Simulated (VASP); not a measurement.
# KF (Carobbiite) (Fm-3m) in VASP: further runs

One crystal, KF (Carobbiite), is run at these levels: PBEsol; tasks: single point.

All numbers are computed with VASP 6.6.1; they aren't measurements. Logs are shortened: lines on timing, memory, paths and dates and some standing lists are left out, and cuts for length are marked.

**1. The crystal as given**

Symmetry: Fm-3m, No. 225, cubic system. The conventional cell has a = 5.344 Å, b = 5.344 Å, c = 5.344 Å, α = 90.00°, β = 90.00°, γ = 90.00°. K (site symmetry m-3m) has 6 F at 2.67 Å as nearest neighbours. Around F (site symmetry m-3m) lie 6 K at 2.67 Å.

**2. Single point, PBEsol**

The input, INCAR:

```
ADDGRID = F
ALGO = Normal
EDIFF = 0.01
ENCUT = 460
GGA = PS
ISIF = 2
ISMEAR = 0
LASPH = T
LCHARG = F
LREAL = F
LWAVE = F
NBANDS = 15
NELM = 100
PREC = Accurate
SIGMA = 0.05
```

The input, KPOINTS:

```
k-points
0
Gamma
  5 5 5
```

The input, POSCAR:

```
KF
1.0
    0.0000000000      2.6718500000      2.6718500000
    2.6718500000      0.0000000000      2.6718500000
    2.6718500000      2.6718500000      0.0000000000
K F
1 1
Direct
    0.0000000000      0.0000000000      0.0000000000
    0.5000000000      0.5000000000      0.5000000000
```

Potentials or basis: VASP PAW PBE potentials, release 64 (K_sv, F).

The run is started by

```console
> cat potpaw_PBE.64/K_sv/POTCAR potpaw_PBE.64/F/POTCAR > POTCAR
> mpirun -np 1 vasp_std > vasp.out
```

OUTCAR:

```text
EDIFF = 0.01
   ENCUT = 460
   GGA = PS
   ISIF = 2
   ISMEAR = 0
   LASPH = T
   LREAL = F
   NELM = 100
   PREC = Accurate

 Found     10 irreducible k-points:

 Following reciprocal coordinates:
            Coordinates               Weight
  0.000000  0.000000  0.000000      1.000000
  0.200000  0.000000  0.000000      8.000000
  0.400000  0.000000  0.000000      8.000000
  0.200000  0.200000  0.000000      6.000000
  0.400000  0.200000  0.000000     24.000000
 -0.400000  0.200000  0.000000     24.000000
   k-points           NKPTS =     10   k-points in BZ     NKDIM =     10   number of bands    NBANDS=     15
   number of dos      NEDOS =    301   number of ions     NIONS =      2
   total plane-waves  NPLWV =  21952
   dimension x,y,z NGX =    28 NGY =   28 NGZ =   28
   dimension x,y,z NGXF=    56 NGYF=   56 NGZF=   56
   ions per type =               1   1
   NGX,Y,Z   is equivalent  to a cutoff of  12.32, 12.32, 12.32 a.u.
   NGXF,Y,Z  is equivalent  to a cutoff of  24.64, 24.64, 24.64 a.u.
 SYSTEM =  unknown system
   PREC   = accura    normal or accurate (medium, high low for compatibility)
   ISTART =      0    job   : 0-new  1-cont  2-samecut
   ICHARG =      2    charge: 1-file 2-atom 10-const
   ISPIN  =      1    spin polarized calculation?
   LNONCOLLINEAR =      F non collinear calculations
   LSORBIT =      F    spin-orbit coupling
   LASPH  =      T    aspherical Exc in radial PAW
   ENCUT  =  460.0 eV  33.81 Ry    5.81 a.u.   6.61  6.61  6.61*2*pi/ulx,y,z
   NELM   =    100;   NELMIN=  2; NELMDL= -5     # of ELM steps
   EDIFF  = 0.1E-01   stopping-criterion for ELM
   LREAL  =      F    real-space projection
   EDIFFG = 0.1E+00   stopping-criterion for IOM
   NSW    =      0    number of steps for IOM
   IBRION =     -1    ionic relax: 0-MD 1-quasi-New 2-CG
   NFREE  =      0    steps in history (QN), initial steepest desc. (CG)
   ISIF   =      2    stress and relaxation
   ISYM   =      2    0-nonsym 1-usesym 2-fastsym
   POTIM  = 0.5000    time-step for ionic-motion
   TEBEG  =    0.0;   TEEND  =   0.0 temperature during run
   PSTRESS=    0.0 pullay stress
   NELECT =      16.0000    total number of electrons
   NUPDOWN=      -1.0000    fix difference up-down
   EMIN   =  10.00;   EMAX   =-10.00  energy-range for DOS
   EFERMI =   0.00;   METHOD = LEGACY
   ISMEAR =     0;   SIGMA  =   0.05  broadening in eV -4-tet -1-fermi 0-gaus
   EFERMI_NEDOS =   21; number of points for ismear=-14 and -15
   IALGO  =     38    algorithm
   IMIX   =      4    mixing-type and parameters
     AMIX     =   0.40;   BMIX     =  1.00
     AMIX_MAG =   1.60;   BMIX_MAG =  1.00
  volume/ion in A,a.u.               =      19.07       128.72
  Fermi-wavevector in a.u.,A,eV,Ry     =   1.225442  2.315750 20.431978  1.501708
  Thomas-Fermi vector in A             =   2.360480
   LORBIT       =      0    0 simple, 1 ext, 2 COOP (PROOUT), +10 PAW based schemes
   GGA     = PS    functional components
   LHFCALC =     F    Hartree Fock is set to
   AEXX    =    0.0000 exact exchange contribution
   IVDW    =     0    specifies the selected vdW correction
   LEPSILON=     F    determine dielectric tensor
   LRPA    =     F    only Hartree local field effects (RPA)
 non-spin polarized calculation
 Gauss-broadening in eV      SIGMA  =   0.05
  energy-cutoff  :      460.00
  volume of cell :       38.15
 maximum number of plane-waves:       872
 NGX is ok and might be reduce to    28
   NGX = 13   NGY = 13   NGZ = 13

 number of electron      16.0000002 magnetization

 Free energy of the ion-electron system (eV)
  ---------------------------------------------------
  ext. energy  EPLUGINS =         0.00000000
  ---------------------------------------------------
  free energy    TOTEN  =        -8.51971094 eV

  energy without entropy =       -8.51971094  energy(sigma->0) =       -8.51971094

 E-fermi :  -2.7039     XC(G=0):  -8.6632

 val. band max:       -2.9611595856   @ k =   0.0000   0.0000   0.0000
 cond. band min:       3.0316834980   @ k =   0.0000   0.0000   0.0000
 fundamental gap:      5.9928430836
 Fermi energy:        -2.7039240886

 k-point     1 :       0.0000    0.0000    0.0000
  band No.  band energies     occupation
      1     -28.9174      2.00000
      2     -21.4905      2.00000
      3     -12.2235      2.00000
      4     -12.2235      2.00000
      5     -12.2235      2.00000
      6      -2.9612      2.00000
      7      -2.9612      2.00000
      8      -2.9612      2.00000
      9       3.0317      0.00000
     10       7.6869      0.00000
     11       7.6869      0.00000
     12       7.6869      0.00000
     13       9.3750      0.00000
     14       9.3750      0.00000
     15      13.6036      0.00000

 k-point     2 :       0.2000    0.0000    0.0000
  band No.  band energies     occupation
      1     -28.8838      2.00000
      2     -21.5213      2.00000
      3     -12.3225      2.00000
      4     -12.2366      2.00000
      5     -12.2366      2.00000
      6      -3.2836      2.00000
      7      -3.0865      2.00000
      8      -3.0865      2.00000
      9       4.0709      0.00000
     10       7.1513      0.00000
     11       8.1955      0.00000
     12       8.1955      0.00000
     13       9.7519      0.00000
     14       9.7519      0.00000
     15      15.2460      0.00000

 k-point     3 :       0.4000    0.0000    0.0000
  band No.  band energies     occupation
      1     -28.8287      2.00000
      2     -21.5703      2.00000
      3     -12.4798      2.00000
      4     -12.2574      2.00000
      5     -12.2574      2.00000
      6      -3.7077      2.00000
      7      -3.2808      2.00000
      8      -3.2808      2.00000
      9       5.7745      0.00000
     10       7.1712      0.00000
     11       8.9864      0.00000
     12       8.9865      0.00000
     13      10.9573      0.00000
     14      10.9574      0.00000
     15      13.8396      0.00000

 k-point     4 :       0.2000    0.2000    0.0000
  band No.  band energies     occupation
      1     -28.8739      2.00000
      2     -21.5188      2.00000
      3     -12.3074      2.00000
      4     -12.2984      2.00000
      5     -12.2984      2.00000
      6      -3.4030      2.00000
      7      -2.9989      2.00000
      8      -2.9989      2.00000
      9       4.2951      0.00000
     10       6.4892      0.00000
     11       8.6823      0.00000
     12       8.6823      0.00000
     13       9.6499      0.00000
     14       9.7671      0.00000
     15      15.9079      0.00000

 k-point     5 :       0.4000    0.2000    0.0000
  band No.  band energies     occupation
      1     -28.8280      2.00000
      2     -21.5424      2.00000
      3     -12.4965      2.00000
      4     -12.3544      2.00000
      5     -12.3351      2.00000
      6      -3.4973      2.00000
      7      -3.1782      2.00000
      8      -3.1195      2.00000
      9       5.8001      0.00000
     10       6.2430      0.00000
     11       8.9695      0.00000
     12       9.4573      0.00000
     13      10.5157      0.00000
     14      10.7324      0.00000
     15      14.1355      0.00000

 k-point     6 :      -0.4000    0.2000    0.0000
  band No.  band energies     occupation
      1     -28.8095      2.00000
      2     -21.5587      2.00000
      3     -12.5481      2.00000
      4     -12.4083      2.00000
      5     -12.2968      2.00000
      6      -3.5828      2.00000
      7      -3.2751      2.00000
      8      -3.2060      2.00000
      9       6.2202      0.00000
     10       7.0847      0.00000
     11       8.7490      0.00000
     12       9.5940      0.00000
     13      10.9613      0.00000
     14      11.8526      0.00000
     15      12.5703      0.00000

 [... further k-points ...]

------------------------ aborting loop because EDIFF is reached ----------------------------------------

  FORCE on cell =-STRESS in cart. coord.  units (eV):
  Direction    XX          YY          ZZ          XY          YZ          ZX
  --------------------------------------------------------------------------------------
  -------------------------------------------------------------------------------------
  Total        0.2401306      0.2401306      0.2401306      0.0000000     -0.0000000     -0.0000000
  in kB       10.0853696     10.0853696     10.0853696      0.0000000     -0.0000000     -0.0000000
  external PRESSURE =      10.0853696 kB  Pullay stress =       0.0000000 kB

 VOLUME and BASIS-vectors are now :
 -----------------------------------------------------------------------------
  energy-cutoff  :      460.00
  volume of cell :       38.15
      direct lattice vectors                 reciprocal lattice vectors
     0.000000000  2.671850000  2.671850000    -0.187136254  0.187136254  0.187136254
     2.671850000  0.000000000  2.671850000     0.187136254 -0.187136254  0.187136254
     2.671850000  2.671850000  0.000000000     0.187136254  0.187136254 -0.187136254

 POSITION                                       TOTAL-FORCE (eV/Angst)
 -----------------------------------------------------------------------------------
      0.00000      0.00000      0.00000        -0.000000     -0.000000     -0.000000
      2.67185      2.67185      2.67185         0.000000      0.000000      0.000000
 -----------------------------------------------------------------------------------
    total drift:                                0.000000      0.000000      0.000000

  FREE ENERGIE OF THE ION-ELECTRON SYSTEM (eV)
  ---------------------------------------------------
  free  energy   TOTEN  =        -8.5197109353 eV

  energy  without entropy=       -8.5197109353  energy(sigma->0) =       -8.51971094
```

It took 3.9 s on 1 thread of Intel Xeon Platinum 8488C (Sapphire Rapids), shared host; peak memory 0.14 GiB.

These settings aren't checked as converged: the numbers below hold their error.

Results:

| Property | Result |
| --- | --- |
| Free energy | -8.5197 eV |
| Pressure | 1.0 GPa |
| Band gap on the k mesh | 5.99 eV, direct |

Caveat: the cutoff is under 1.25 times the usual one of these potentials, so pressure, stress and relaxed cells hold a basis-set (Pulay) error; the PAW data sets were made with another functional, which shifts forces and pressure a little.

**3. Single point, PBEsol**

Changes to INCAR since step 2:

```diff
@@ -2,3 +2,3 @@
 ALGO = Normal
-EDIFF = 0.01
+EDIFF = 0.001
 ENCUT = 460
```

KPOINTS is that of step 2.

POSCAR is that of step 2.

Potentials or basis: VASP PAW PBE potentials, release 64 (K_sv, F).

The run is started by

```console
> cat potpaw_PBE.64/K_sv/POTCAR potpaw_PBE.64/F/POTCAR > POTCAR
> mpirun -np 1 vasp_std > vasp.out
```

OUTCAR:

```text
EDIFF = 0.001
   ENCUT = 460
   GGA = PS
   ISIF = 2
   ISMEAR = 0
   LASPH = T
   LREAL = F
   NELM = 100
   PREC = Accurate

 Found     10 irreducible k-points:

 Following reciprocal coordinates:
            Coordinates               Weight
  0.000000  0.000000  0.000000      1.000000
  0.200000  0.000000  0.000000      8.000000
  0.400000  0.000000  0.000000      8.000000
  0.200000  0.200000  0.000000      6.000000
  0.400000  0.200000  0.000000     24.000000
 -0.400000  0.200000  0.000000     24.000000
   k-points           NKPTS =     10   k-points in BZ     NKDIM =     10   number of bands    NBANDS=     15
   number of dos      NEDOS =    301   number of ions     NIONS =      2
   total plane-waves  NPLWV =  21952
   dimension x,y,z NGX =    28 NGY =   28 NGZ =   28
   dimension x,y,z NGXF=    56 NGYF=   56 NGZF=   56
   ions per type =               1   1
   NGX,Y,Z   is equivalent  to a cutoff of  12.32, 12.32, 12.32 a.u.
   NGXF,Y,Z  is equivalent  to a cutoff of  24.64, 24.64, 24.64 a.u.
 SYSTEM =  unknown system
   PREC   = accura    normal or accurate (medium, high low for compatibility)
   ISTART =      0    job   : 0-new  1-cont  2-samecut
   ICHARG =      2    charge: 1-file 2-atom 10-const
   ISPIN  =      1    spin polarized calculation?
   LNONCOLLINEAR =      F non collinear calculations
   LSORBIT =      F    spin-orbit coupling
[... 72 lines left out ...]
     11       7.7182      0.00000
     12       7.7182      0.00000
     13       9.3980      0.00000
     14       9.3980      0.00000
[... 77 lines left out ...]
      2     -21.5110      2.00000
      3     -12.5108      2.00000
      4     -12.3711      2.00000
      5     -12.2597      2.00000
      6      -3.5400      2.00000
      7      -3.2323      2.00000
      8      -3.1620      2.00000
      9       6.2883      0.00000
     10       7.1533      0.00000
     11       8.7772      0.00000
     12       9.6258      0.00000
     13      10.9896      0.00000
     14      11.8871      0.00000
     15      12.6031      0.00000

 [... further k-points ...]

------------------------ aborting loop because EDIFF is reached ----------------------------------------

  FORCE on cell =-STRESS in cart. coord.  units (eV):
  Direction    XX          YY          ZZ          XY          YZ          ZX
  --------------------------------------------------------------------------------------
  -------------------------------------------------------------------------------------
  Total       -0.4089830     -0.4089830     -0.4089830     -0.0000000     -0.0000000      0.0000000
  in kB      -17.1770895    -17.1770895    -17.1770895     -0.0000000     -0.0000000      0.0000000
  external PRESSURE =     -17.1770895 kB  Pullay stress =       0.0000000 kB

 VOLUME and BASIS-vectors are now :
 -----------------------------------------------------------------------------
  energy-cutoff  :      460.00
  volume of cell :       38.15
      direct lattice vectors                 reciprocal lattice vectors
     0.000000000  2.671850000  2.671850000    -0.187136254  0.187136254  0.187136254
     2.671850000  0.000000000  2.671850000     0.187136254 -0.187136254  0.187136254
     2.671850000  2.671850000  0.000000000     0.187136254  0.187136254 -0.187136254

 POSITION                                       TOTAL-FORCE (eV/Angst)
 -----------------------------------------------------------------------------------
      0.00000      0.00000      0.00000        -0.000000      0.000000      0.000000
      2.67185      2.67185      2.67185         0.000000     -0.000000     -0.000000
 -----------------------------------------------------------------------------------
    total drift:                                0.000000      0.000000      0.000000

  FREE ENERGIE OF THE ION-ELECTRON SYSTEM (eV)
  ---------------------------------------------------
  free  energy   TOTEN  =        -8.5216247415 eV

  energy  without entropy=       -8.5216247415  energy(sigma->0) =       -8.52162474
```

stdout:

```text
POSCAR found type information on POSCAR K F
 POSCAR found :  2 types and       2 ions
 scaLAPACK will be used
 -----------------------------------------------------------------------------
|                                                                             |
|                                                                             |
|     You enforced a specific xc type in the INCAR file but a different       |
|     I HOPE YOU KNOW WHAT YOU ARE DOING!                                     |
|                                                                             |
 -----------------------------------------------------------------------------

 LDA part: xc-table for (Slater+PW92), standard interpolation
 POSCAR, INCAR and KPOINTS ok, starting setup
 FFT: planning ... GRIDC
 FFT: planning ... GRID_SOFT
 FFT: planning ... GRID
 WAVECAR not read
 entering main loop
```

Run time: 4.4 s. Hardware: 1 thread of Intel Xeon Platinum 8488C (Sapphire Rapids), shared host; peak memory 0.15 GiB.

The run converged, but some of its settings lie outside the range that counts as converged, so its numbers aren't taken as properties of the crystal.

What came out:

| Quantity | Value |
| --- | --- |
| Free energy | -8.5216 eV |
| Pressure | -1.7 GPa |
| Band gap on the k mesh | 6.01 eV, direct |

Caveat: the cutoff is under 1.25 times the usual one of these potentials, so pressure, stress and relaxed cells hold a basis-set (Pulay) error; the PAW data sets were made with another functional, which shifts forces and pressure a little.

**4. Single point, PBEsol**

Changes to INCAR since step 3:

```diff
@@ -2,3 +2,3 @@
 ALGO = Normal
-EDIFF = 0.001
+EDIFF = 1E-4
 ENCUT = 460
```

KPOINTS is that of step 3.

POSCAR is that of step 3.

The run is started by

```console
> cat potpaw_PBE.64/K_sv/POTCAR potpaw_PBE.64/F/POTCAR > POTCAR
> mpirun -np 1 vasp_std > vasp.out
```

It took 4.9 s on 1 thread of Intel Xeon Platinum 8488C (Sapphire Rapids), shared host; peak memory 0.15 GiB.

The run converged, but some of its settings lie outside the range that counts as converged, so its numbers aren't taken as properties of the crystal.

Results:

```yaml
Free_energy: -8.5218 eV
Pressure: -1.5 GPa
Band_gap_on_the_k_mesh: 6.03 eV, direct
```

Caveat: the cutoff is under 1.25 times the usual one of these potentials, so pressure, stress and relaxed cells hold a basis-set (Pulay) error; the PAW data sets were made with another functional, which shifts forces and pressure a little.

**5. The reference run**

An earlier run on the cell as given: functional PBE; potentials or basis VASP PAW PBE potentials, release 64 (K_sv, F); cutoff 520 eV; k mesh 9 × 9 × 9; occupations fermi-dirac, width 0.05 eV; no spin polarisation.

* Pressure: 1.4 GPa
* Band gap on the k mesh: 6.17 eV, direct
